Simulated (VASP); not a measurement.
CsSnBr3:

```xyz
5
Lattice="5.8390 0.0000 0.0000 0.0000 5.8390 0.0000 0.0000 0.0000 5.8390" Properties=species:S:1:pos:R:3 pbc="T T T"
Cs    0.0000    0.0000    0.0000
Sn    2.9195    2.9195    2.9195
Br    2.9195    0.0000    2.9195
Br    2.9195    2.9195    0.0000
Br    0.0000    2.9195    2.9195
```

The cell is a database's computed one.

| Property | Result |
| --- | --- |
| Program | VASP 6.6.1 |
| Task | relaxation of cell and atoms |
| Functional | PBEsol |
| Potentials or basis | VASP PAW PBE potentials, release 64 (Cs_sv, Sn_d, Br) |
| Cutoff | 600 eV |
| k mesh | 6 × 6 × 6 |
| Occupations | gaussian, width 0.03 eV |
| Spin | no spin polarisation |

At the start: pressure -0.8 GPa; volume 39.81 Å³/atom.

How do energy, volume and symmetry change on relaxing?

Over 3 steps the energy falls by 3.6 meV/atom and the volume is 38.40 Å³/atom (-3.6 %); space group Pm-3m (No. 221, to 0.05 Å).

Step by step:
```csv
step,energy change (eV),largest force (eV/Å),pressure (GPa),volume (Å³)
1,0.0000,0.0000,-0.77,199.07
2,-0.0169,0.0000,-0.19,193.58
3,-0.0180,0.0000,-0.02,191.98
```

Final structure:
```xyz
5
Lattice="5.7688 0.0000 0.0000 0.0000 5.7688 0.0000 0.0000 0.0000 5.7688" Properties=species:S:1:pos:R:3 pbc="T T T"
Cs    0.0000    0.0000    0.0000
Sn    2.8844    2.8844    2.8844
Br    2.8844    0.0000    2.8844
Br    2.8844    2.8844    0.0000
Br    0.0000    2.8844    2.8844
```

Caveat: the PAW data sets were made with another functional, which shifts forces and pressure a little.
